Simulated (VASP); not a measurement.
# Ga3P (Fm-3m) in VASP: reference runs

How does Ga3P come out in PBE? The cell is run as given.

Program: VASP 6.6.1. These are calculated values, not measurements. Logs are shortened: lines on timing, memory, paths and dates and some standing lists are left out, and cuts for length are marked.

## 1. The crystal as given

The structure is cubic, space group Fm-3m (No. 225). The conventional cell has a = 6.529 Å, b = 6.529 Å, c = 6.529 Å, α = 90.00°, β = 90.00°, γ = 90.00°. Ga (site symmetry m-3m) has 8 Ga at 2.83 Å as nearest neighbours. Ga (site symmetry -43m) has 4 Ga at 2.83 Å and 4 P at 2.83 Å as nearest neighbours. Around P (site symmetry m-3m) lie 8 Ga at 2.83 Å.

The cell was built by a generator and needn't be a form met in nature.

## 2. Single point, PBE

INCAR reads:

```
SYSTEM = Ga3P
PREC = Accurate
ENCUT = 520
EDIFF = 1E-7
ISMEAR = -1
SIGMA = 0.05
LREAL = .FALSE.
LASPH = .TRUE.
NELM = 100
ALGO = Normal
ISIF = 2
LWAVE = .FALSE.
LCHARG = .TRUE.
GGA = PE
LELF = .TRUE.
LVHAR = .TRUE.
NBANDS = 30
```

KPOINTS reads:

```
regular mesh
0
G
  7 7 7
  0 0 0
```

POSCAR reads:

```
Ga3P
1.0
    0.0000000000      3.2642685200      3.2642685200
    3.2642685200      0.0000000000      3.2642685200
    3.2642685200      3.2642685200      0.0000000000
Ga P
3 1
Direct
    0.5000000000      0.5000000000      0.5000000000
    0.2500000000      0.2500000000      0.2500000000
    0.7500000000      0.7500000000      0.7500000000
    0.0000000000      0.0000000000      0.0000000000
```

Potentials or basis: VASP PAW PBE potentials, release 64 (Ga_d, P).

Started as:

```sh
$ cat potpaw_PBE.64/Ga_d/POTCAR potpaw_PBE.64/P/POTCAR > POTCAR
$ mpirun -np 1 vasp_std > vasp.out
```

OUTCAR:

```text
SYSTEM = Ga3P
   PREC = Accurate
   ENCUT = 520
   EDIFF = 1E-7
   ISMEAR = -1
   LREAL = .FALSE.
   LASPH = .TRUE.
   NELM = 100
   ISIF = 2
   GGA = PE

 ion  position               nearest neighbor table
   1  0.500  0.500  0.500-   2 2.83   2 2.83   2 2.83   2 2.83   3 2.83   3 2.83   3 2.83   3 2.83

   2  0.250  0.250  0.250-   4 2.83   4 2.83   4 2.83   1 2.83   4 2.83   1 2.83   1 2.83   1 2.83

   3  0.750  0.750  0.750-   1 2.83   1 2.83   1 2.83   1 2.83   4 2.83   4 2.83   4 2.83   4 2.83

   4  0.000  0.000  0.000-   3 2.83   3 2.83   3 2.83   2 2.83   3 2.83   2 2.83   2 2.83   2 2.83

  LATTYP: Found a face centered cubic cell.
 ALAT       =     6.5285370400

  Lattice vectors:

 A1 = (   0.0000000000,   3.2642685200,   3.2642685200)
 A2 = (   3.2642685200,   0.0000000000,   3.2642685200)
 A3 = (   3.2642685200,   3.2642685200,   0.0000000000)

Analysis of symmetry for initial positions (statically):
=====================================================================
 Subroutine PRICEL returns:
 Original cell was already a primitive cell.

 Routine SETGRP: Setting up the symmetry group for a
 face centered cubic supercell.

 Subroutine GETGRP returns: Found 48 space group operations
 (whereof 48 operations were pure point group operations)
 out of a pool of 48 trial point group operations.

The static configuration has the point symmetry O_h .

Analysis of symmetry for dynamics (positions and initial velocities):
=====================================================================
 Subroutine PRICEL returns:
 Original cell was already a primitive cell.

 Routine SETGRP: Setting up the symmetry group for a
 face centered cubic supercell.

 Subroutine GETGRP returns: Found 48 space group operations
 (whereof 48 operations were pure point group operations)
 out of a pool of 48 trial point group operations.

The dynamic configuration has the point symmetry O_h .

 Subroutine INISYM returns: Found 48 space group operations
 (whereof 48 operations are pure point group operations),
 and found     1 'primitive' translations

----------------------------------------------------------------------------------------

                                     Primitive cell

  volume of cell :      69.5645

  direct lattice vectors                    reciprocal lattice vectors
     0.000000000  3.264268520  3.264268520    -0.153173673  0.153173673  0.153173673
     3.264268520  0.000000000  3.264268520     0.153173673 -0.153173673  0.153173673
     3.264268520  3.264268520  0.000000000     0.153173673  0.153173673 -0.153173673

  length of vectors
     4.616372812  4.616372812  4.616372812     0.265304585  0.265304585  0.265304585

  position of ions in fractional coordinates (direct lattice)
     0.500000000  0.500000000  0.500000000
     0.250000000  0.250000000  0.250000000
     0.750000000  0.750000000  0.750000000
     0.000000000  0.000000000  0.000000000

  ion indices of the primitive-cell ions
   primitive index   ion index
                 1           1
                 2           2
                 3           3
                 4           4

----------------------------------------------------------------------------------------

 KPOINTS: regular mesh

Automatic generation of k-mesh.
 Grid dimensions read from file:
 generate k-points for:    7    7    7

 Generating k-lattice:

  Cartesian coordinates                     Fractional coordinates (reciprocal lattice)
    -0.021881953  0.021881953  0.021881953     0.142857143  0.000000000  0.000000000
     0.021881953 -0.021881953  0.021881953     0.000000000  0.142857143  0.000000000
     0.021881953  0.021881953 -0.021881953     0.000000000  0.000000000  0.142857143

  Length of vectors
     0.037900655  0.037900655  0.037900655

  Shift w.r.t. Gamma in fractional coordinates (k-lattice)
     0.000000000  0.000000000  0.000000000

 Subroutine IBZKPT returns following result:
 ===========================================

 Found     20 irreducible k-points:

 Following reciprocal coordinates:
            Coordinates               Weight
  0.000000  0.000000  0.000000      1.000000
  0.142857  0.000000  0.000000      8.000000
  0.285714  0.000000  0.000000      8.000000
  0.428571  0.000000  0.000000      8.000000
  0.142857  0.142857  0.000000      6.000000
  0.285714  0.142857  0.000000     24.000000
[... 12 lines left out ...]
 -0.428571  0.428571  0.142857     24.000000
 -0.285714  0.428571  0.142857     24.000000
   k-points           NKPTS =     20   k-points in BZ     NKDIM =     20   number of bands    NBANDS=     30
   number of dos      NEDOS =    301   number of ions     NIONS =      4
   total plane-waves  NPLWV =  46656
   dimension x,y,z NGX =    36 NGY =   36 NGZ =   36
   dimension x,y,z NGXF=    72 NGYF=   72 NGZF=   72
   ions per type =               3   1
   NGX,Y,Z   is equivalent  to a cutoff of  12.96, 12.96, 12.96 a.u.
   NGXF,Y,Z  is equivalent  to a cutoff of  25.93, 25.93, 25.93 a.u.
 SYSTEM =  Ga3P
   PREC   = accura    normal or accurate (medium, high low for compatibility)
   ISTART =      0    job   : 0-new  1-cont  2-samecut
   ICHARG =      2    charge: 1-file 2-atom 10-const
   ISPIN  =      1    spin polarized calculation?
   LNONCOLLINEAR =      F non collinear calculations
   LSORBIT =      F    spin-orbit coupling
   LASPH  =      T    aspherical Exc in radial PAW
   ENCUT  =  520.0 eV  38.22 Ry    6.18 a.u.   8.58  8.58  8.58*2*pi/ulx,y,z
   NELM   =    100;   NELMIN=  2; NELMDL= -5     # of ELM steps
   EDIFF  = 0.1E-06   stopping-criterion for ELM
   LREAL  =      F    real-space projection
   EDIFFG = 0.1E-05   stopping-criterion for IOM
   NSW    =      0    number of steps for IOM
   IBRION =     -1    ionic relax: 0-MD 1-quasi-New 2-CG
   NFREE  =      0    steps in history (QN), initial steepest desc. (CG)
   ISIF   =      2    stress and relaxation
   ISYM   =      2    0-nonsym 1-usesym 2-fastsym
   POTIM  = 0.5000    time-step for ionic-motion
   TEBEG  =    0.0;   TEEND  =   0.0 temperature during run
   PSTRESS=    0.0 pullay stress
   NELECT =      44.0000    total number of electrons
   NUPDOWN=      -1.0000    fix difference up-down
   EMIN   =  10.00;   EMAX   =-10.00  energy-range for DOS
   EFERMI =   0.00;   METHOD = LEGACY
   ISMEAR =    -1;   SIGMA  =   0.05  broadening in eV -4-tet -1-fermi 0-gaus
   EFERMI_NEDOS =   21; number of points for ismear=-14 and -15
   IALGO  =     38    algorithm
   IMIX   =      4    mixing-type and parameters
     AMIX     =   0.40;   BMIX     =  1.00
     AMIX_MAG =   1.60;   BMIX_MAG =  1.00
  volume/ion in A,a.u.               =      17.39       117.36
  Fermi-wavevector in a.u.,A,eV,Ry     =   1.405281  2.655596 26.868986  1.974815
  Thomas-Fermi vector in A             =   2.527758
   LORBIT       =      0    0 simple, 1 ext, 2 COOP (PROOUT), +10 PAW based schemes
   GGA     = PE    functional components
   LHFCALC =     F    Hartree Fock is set to
   AEXX    =    0.0000 exact exchange contribution
   IVDW    =     0    specifies the selected vdW correction
   LEPSILON=     F    determine dielectric tensor
   LRPA    =     F    only Hartree local field effects (RPA)
 non-spin polarized calculation
  energy-cutoff  :      520.00
  volume of cell :       69.56
 maximum number of plane-waves:      1899
   NGX = 17   NGY = 17   NGZ = 17

 number of electron      43.9999965 magnetization

 Free energy of the ion-electron system (eV)
  ---------------------------------------------------
  ext. energy  EPLUGINS =         0.00000000
  ---------------------------------------------------
  free energy    TOTEN  =       -13.27802702 eV

  energy without entropy =      -13.26072094  energy(sigma->0) =      -13.26937398

 E-fermi :   6.5148     XC(G=0): -11.2352

 val. band max:        6.4979854400   @ k =  -0.1429   0.1429   0.0000
 cond. band min:       6.5514294353   @ k =  -0.4286   0.2857   0.0000
 fundamental gap:      0.0534439953
 Fermi energy:         6.5148310971

 k-point     1 :       0.0000    0.0000    0.0000
  band No.  band energies     occupation
      1      -8.4490      2.00000
      2      -8.4490      2.00000
      3      -8.4217      2.00000
      4      -8.4217      2.00000
      5      -8.4217      2.00000
      6      -8.3100      2.00000
[... 22 lines left out ...]
     29      11.6184      0.00000
     30      11.6184      0.00000

 k-point     2 :       0.1429    0.0000    0.0000
  band No.  band energies     occupation
      1      -8.4401      2.00000
      2      -8.4401      2.00000
      3      -8.4344      2.00000
      4      -8.4297      2.00000
      5      -8.4297      2.00000
      6      -8.2964      2.00000
[... 22 lines left out ...]
     29      12.5915      0.00000
     30      12.5915      0.00000

 k-point     3 :       0.2857    0.0000    0.0000
  band No.  band energies     occupation
      1      -8.4474      2.00000
      2      -8.4474      2.00000
      3      -8.4450      2.00000
      4      -8.4128      2.00000
      5      -8.4128      2.00000
      6      -8.2686      2.00000
[... 22 lines left out ...]
     29      13.6768      0.00000
     30      14.6641      0.00000

 k-point     4 :       0.4286    0.0000    0.0000
  band No.  band energies     occupation
      1      -8.4579      2.00000
      2      -8.4579      2.00000
      3      -8.4339      2.00000
      4      -8.3867      2.00000
      5      -8.3867      2.00000
      6      -8.2692      2.00000
[... 484 lines left out ...]
     29      13.8025      0.00000
     30      15.2377      0.00000

 k-point    19 :      -0.4286    0.4286    0.1429
  band No.  band energies     occupation
      1      -8.4668      2.00000
      2      -8.4605      2.00000
      3      -8.4437      2.00000
      4      -8.4399      2.00000
      5      -8.3523      2.00000
      6      -8.2790      2.00000
[... 22 lines left out ...]
     29      13.6937      0.00000
     30      14.4429      0.00000

 k-point    20 :      -0.2857    0.4286    0.1429
  band No.  band energies     occupation
      1      -8.4605      2.00000
      2      -8.4586      2.00000
      3      -8.4514      2.00000
      4      -8.4269      2.00000
      5      -8.3599      2.00000
      6      -8.2694      2.00000
[... 22 lines left out ...]
     29      13.6750      0.00000
     30      14.9833      0.00000

------------------------ aborting loop because EDIFF is reached ----------------------------------------

  FORCE on cell =-STRESS in cart. coord.  units (eV):
  Direction    XX          YY          ZZ          XY          YZ          ZX
  --------------------------------------------------------------------------------------
  -------------------------------------------------------------------------------------
  Total        1.2799896      1.2799896      1.2799896     -0.0000000     -0.0000000      0.0000000
  in kB       29.4801305     29.4801305     29.4801305     -0.0000000     -0.0000000      0.0000000
  external PRESSURE =      29.4801305 kB  Pullay stress =       0.0000000 kB

 VOLUME and BASIS-vectors are now :
 -----------------------------------------------------------------------------
  energy-cutoff  :      520.00
  volume of cell :       69.56
      direct lattice vectors                 reciprocal lattice vectors
     0.000000000  3.264268520  3.264268520    -0.153173673  0.153173673  0.153173673
     3.264268520  0.000000000  3.264268520     0.153173673 -0.153173673  0.153173673
     3.264268520  3.264268520  0.000000000     0.153173673  0.153173673 -0.153173673

 POSITION                                       TOTAL-FORCE (eV/Angst)
 -----------------------------------------------------------------------------------
      3.26427      3.26427      3.26427         0.000000      0.000000     -0.000000
      1.63213      1.63213      1.63213        -0.000000     -0.000000     -0.000000
      4.89640      4.89640      4.89640         0.000000      0.000000      0.000000
      0.00000      0.00000      0.00000         0.000000      0.000000     -0.000000
 -----------------------------------------------------------------------------------
    total drift:                                0.000000      0.000000      0.000000

  FREE ENERGIE OF THE ION-ELECTRON SYSTEM (eV)
  ---------------------------------------------------
  free  energy   TOTEN  =       -13.2780270221 eV

  energy  without entropy=      -13.2607209374  energy(sigma->0) =      -13.26937398
```

Wall time 23 s (1 thread of Intel Xeon 6975P-C (Granite Rapids), shared host); peak memory 0.21 GiB.

Results:

```
Free energy            : -13.2780 eV
Pressure               : 2.9 GPa
Band gap on the k mesh : none (metal or under the smearing width)
```
